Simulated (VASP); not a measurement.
The system is Au.

```
Au
1.0
    -1.65727    1.65727    1.65727
     1.65727   -1.65727    1.65727
     1.65727    1.65727   -1.65727
Au
1
Direct
  0.00000 0.00000 0.00000
```

This isn't the form of Au at room conditions, which is fcc.

```yaml
Program: VASP 6.6.1
Task: single point
Functional: PBE
Potentials_or_basis: VASP PAW PBE potentials, release 64 (Au)
Cutoff: 520 eV
k_mesh: 11 × 11 × 11
Occupations: fermi-dirac, width 0.05 eV
Spin: no spin polarisation
```

On this cell: pressure -1.1 GPa; band gap on the k mesh none (metal or under the smearing width).

The same run follows on a disturbed copy (cell strained at random at fixed volume):

```
Au
1.0
    -1.66724    1.61085    1.66470
     1.60373   -1.63568    1.62603
     1.73643    1.70488   -1.68953
Au
1
Cartesian
  -0.0479 -0.0243 -0.0083
```

Question: What does the disturbed cell give?

Answer: The energy (extrapolated to zero smearing) moves by +6.4 meV/atom; pressure -0.7 GPa; band gap on the k mesh none (metal or under the smearing width).

Stress tensor (GPa, compression positive):
```
-0.06 -2.08  1.93
-2.08 -0.69  0.26
 1.93  0.26 -1.43
```
